Atomic orbitals as building blocks in silicon carbide

An electron in a crystal spreads into whatever shape lowers the energy, but a calculation offers it only the shapes that its basis can build. In this wurtzite SiC cell the smallest basis, sz, gives each atom one s and three p functions of fixed radial form. A second zeta (dz) adds another radial form of each, so that the orbitals can contract or spread. Polarisation (the letter p in szp and dzp) adds five d functions, which give the charge more freedom to gather in particular directions. The rows pw and fd use plane waves and a real-space grid instead of atomic orbitals. Energies and force misses are counted from the plane-wave row.

GPAW 26.7.0, PBE with PAW data sets 1.2.1, for a fixed 4-atom cell of wurtzite SiC without spin polarisation. All rows use an 8×8×4 k mesh and Fermi-Dirac smearing of 0.05 eV, with energies extrapolated to zero smearing; the plane-wave cutoff in the pw row is 800 eV. Energy differences and force misses are relative to pw, and gaps are taken on the k mesh.

```
  sweep value  energy less tightest (meV/atom)  gap (eV)  force miss (eV/Å)  largest force (eV/Å)
 lcao:sz(dzp)                            972.0     4.327              0.417                 1.185
lcao:szp(dzp)                            360.6     2.807              0.086                 0.853
 lcao:dz(dzp)                            676.6     2.705              0.152                 0.919
     lcao:dzp                            180.1     2.565              0.077                 0.844
           fd                             -0.6     2.569              0.006                 0.773
           pw                              0.0     2.571              0.000                 0.768
```

1. Which helps the energy more, a second radial form or polarisation?

Polarisation does. Added to sz it lowers the energy by 611 meV/atom, against 295 for the second zeta. The number of functions is not the reason, since the gain per added function is also larger for polarisation. The bonds offer a likely one: each atom sits in a tetrahedron of unlike neighbours, and charge has to gather between the atoms. Mixing d into p bends an orbital towards the bond, which a change of radius alone cannot do.

2. Why does the error rise again from szp to dz, although the list seems to run towards better sets?

The list is not a ladder. The variational principle says that adding functions to a set cannot raise its lowest energy, but it compares only sets of which one contains the other. Both szp and dz contain sz, and both are contained in dzp, and along each of these two paths the energy error falls. Between szp and dz the principle is silent, because one has angular freedom and the other radial freedom.

3. Can the error of dzp be foretold from the three smaller sets?

Two simple rules suggest themselves. If the two extensions work independently, their gains add. If each leaves a fixed fraction of whatever error it meets, the fractions multiply. With E for the energy error, the rules read

E(dzp) = E(szp) + E(dz) − E(sz)
E(dzp) = E(szp) × E(dz) / E(sz)

The first gives 65 meV/atom and the second 251, while the calculation itself gives 180. The gains therefore overlap, though less than the second rule supposes. A plausible cause is that functions centred on one atom reach into the bond and do part of the work of those on its neighbour. The printed analysis below applies both rules to the gap and the force as well; neither rule serves all three quantities.

4. Why is dz worse than szp for the energy but better for the gap?

The total energy depends on the occupied states, whereas the gap also needs the lowest empty one. In sz the empty bands must be made from the few s and p combinations that the bonds have left over. These are stiff, antibonding shapes and lie too high, so the gap comes out at 4.327 eV instead of 2.571 eV. Either extension loosens them and removes most of this error. That dz does so slightly better may mean that the empty state needs radial freedom more than d character. It may also mean that polarisation lowers the highest filled level more, which widens the gap again. The table gives only the difference of the two levels, so it cannot decide.

5. The gap of dzp is within 6 meV of plane waves. Is dzp then converged?

Only for the gap, and only at the k points of this mesh. A gap is the difference of two levels, and a better basis can lower both. If their remaining errors are alike, they cancel in the difference, and no principle fixes the sign of what is left. The energy has no such partner: it is still 180 meV/atom too high, and the largest force is too large by a tenth. A good gap is therefore a poor test of a basis for other purposes.

6. Does so large an energy error spoil the forces?

Much less than its size suggests, because a force is the slope of the energy. An error that stays the same when the atoms move has no slope. From szp to dzp the energy error is halved, yet the force miss only goes from 0.086 to 0.077 eV/Å. Most of the energy recovered in this step must therefore be nearly independent of small shifts of the atoms.

The remaining slope can be turned into an energy. Symmetry lets the atoms feel forces only along the hexagonal axis, with silicon and carbon pulled in opposite directions. Let the silicon layers shift against the carbon layers by 0.01 Å:

change per Si–C pair = 0.077 eV/Å × 0.01 Å ≈ 0.8 meV
change per atom ≈ 0.4 meV

Over this shift the error of 180 meV/atom hardly moves. With a rough stiffness of 20 eV/Å² for this motion, recalled from the lattice vibrations of SiC, the same force miss would displace the relaxed layers by some thousandths of an ångström. That is good enough for a first relaxation of the atoms in a fixed cell, to be finished with plane waves. Whether dzp also gives a good cell size is not tested here.

7. Could dzp then decide which stacking of SiC is the most stable?

That asks far more of the cancellation. The common stackings of SiC differ by a few meV/atom at most, a rough recalled figure, so the dzp error would have to be equal in both structures to one part in a hundred or better. The small shift in question 6 leaves every atom with the same neighbours at almost the same distances, while a new stacking rearranges the more distant ones. The cancellation may well hold there too, but it has to be checked with plane waves on at least one pair of structures.

8. Which digits can be trusted, and what would a different k mesh change?

Plane waves and the grid are two independent ways of describing the same electrons. They agree to 0.6 meV/atom in energy, 2 meV in the gap and 0.006 eV/Å in the force, and finer differences between rows say nothing about the quality of a basis. That the grid lies slightly lower breaks no rule, since its finite-difference kinetic energy is not variational.

This agreement covers the description of the orbitals, not the gap of the material. The lowest empty state of this form of SiC is known to lie at the point K, which an 8×8 mesh steps over. A Γ-centred mesh with in-plane divisions divisible by three would include K, and the gap could then come out smaller in each row. PBE, for its part, places the gap below the measured one. The gap column thus tests the basis; it does not predict the measured gap.

The analysis program printed:

```
Errors against plane waves:
            row  gap error eV  gap error percent  force miss percent  energy error left percent of sz
   lcao:sz(dzp)         1.756               68.3                54.3                              100
  lcao:szp(dzp)         0.236              9.179                11.2                             37.1
   lcao:dz(dzp)         0.134              5.212               19.79                            69.61
       lcao:dzp        -0.006            -0.2334               10.03                            18.53
             fd        -0.002           -0.07779              0.7812                         -0.06173
             pw             0                  0                   0                                0
Energy gain from polarisation on sz, meV/atom: 611.4
Energy gain from polarisation on dz, meV/atom: 496.5
Energy gain from second zeta on sz, meV/atom: 295.4
Energy gain from second zeta on szp, meV/atom: 180.5
Gain per added polarisation function on sz, meV/atom: 122.3
Gain per added second-zeta function on sz, meV/atom: 73.85
Fall of gap from polarisation on sz, eV: 1.52
Fall of gap from polarisation on dz, eV: 0.14
Fall of gap from second zeta on sz, eV: 1.622
Fall of gap from second zeta on szp, eV: 0.242
dzp energy error if gains add, meV/atom: 65.2
dzp energy error if fractions multiply, meV/atom: 251
dzp gap error if falls add, eV: -1.386
dzp gap error if fractions multiply, eV: 0.01801
dzp force miss if gains add, eV/angstrom: -0.179
dzp force miss if fractions multiply, eV/angstrom: 0.03135
Change of dzp energy error for a 0.01 angstrom sublattice shift, meV/atom: 0.385
Rough error of relaxed sublattice distance with dzp, angstrom: 0.00385
```
